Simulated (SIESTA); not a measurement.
Runs of SIESTA 5.4.2 on CuO (Tenorite). Symmetry: C2/c, No. 15, monoclinic system. Conventional cell: a = 4.684 Å, b = 3.423 Å, c = 5.129 Å, α = 90.00°, β = 99.54°, γ = 90.00°. Cu (site symmetry -1) is surrounded by 4 O at 1.95 to 1.96 Å. Around O (site symmetry 2) lie 4 Cu at 1.95 to 1.96 Å. 

```csv
level,U,gap on the mesh (eV),pressure (GPa),largest force (eV/Å)
PBEsol,-,none,-1.5,(a)
PBEsol+U,Cu d U = 4 eV,none,-1.3,(b)
PBEsol+U,Cu d U = 6 eV,none,(c),0.11
PBEsol+U,Cu d U = 2 eV,none,-1.4,0.18
```

Alike in all rows: task density of states; potentials or basis PseudoDojo 0.4 standard (PBEsol files), DZP (energy shift 0.003 Ry; two zetas on semicore shells); no spin polarisation; cell as given; k mesh 8 × 8 × 4; smearing fermi-dirac 0.05 eV; grid cutoff 800 Ry; energy shift 0.003 Ry.

Estimate the missing entries.

(a) 0.22; (b) 0.15; (c) -1.1.

Caveats: short orbitals over semicore shells can move pressures by several GPa; the basis of atomic orbitals isn't converged, which shifts pressures, moduli and gaps; the run has no spin polarisation, though such a crystal can be magnetic; U without spin polarisation on a metal has little footing (some runs); semilocal functionals often make such compounds metallic where correlation or magnetic order opens a gap, which also shifts bond lengths (some runs).

A gap of «none» marks a metal or a gap under the smearing width.
